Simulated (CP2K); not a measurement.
Runs of CP2K 2026.2 on Na. It takes space group Im-3m (No. 229, cubic). Conventional cell: a = 4.282 Å, b = 4.282 Å, c = 4.282 Å, α = 90.00°, β = 90.00°, γ = 90.00°. Na (site symmetry m-3m) is surrounded by 8 Na at 3.71 Å. 

```csv
task,level,cell,smearing,EPS_DEFAULT,k points reduced by the point group,NGRIDS,EXTRAPOLATION,optimiser,gap on the mesh (eV),pressure (GPa)
single point,PBE,as given,fermi-dirac 0.05 eV,1.0E-10,yes,5,-,-,none,-0.3
single point,PBEsol,as given,gaussian 0.05 eV,1.0E-10,yes,4,-,-,none,(a)
single point,RPBE,as given,gaussian 0.02 eV,1.0E-10,yes,4,-,-,none,0.2
relaxation of cell and atoms,PBEsol+D4,relaxed from: the cell as VASP's run set it,methfessel-paxton 0.1 eV,1.0E-10,-,4,USE_PREV_P,BFGS,none,0.0
band structure,PBE,as given,fermi-dirac 0.1 eV,1.0E-9,yes,4,-,-,none,-0.3
```

Alike in all rows: potentials or basis POTENTIAL_UZH Na GTH-PBE-q9; TZVP-MOLOPT-PBE-GTH basis; no spin polarisation; k mesh 9 × 9 × 9.

Fill in the values left out.

(a) -0.4.

Caveats: the basis of atomic orbitals isn't converged, which shifts pressures, moduli and gaps; the potentials were made for another functional, which shifts forces and pressure (some runs); the printed path begins after the first move (some runs); the real-space grid breaks the cell's symmetry a little (some runs); pairwise dispersion overbinds metals, which lowers pressure and volume (some runs).

A k mesh can miss the band edges.

A gap of «none» marks a metal or a gap under the smearing width.

Not every run made on this cell is shown here.
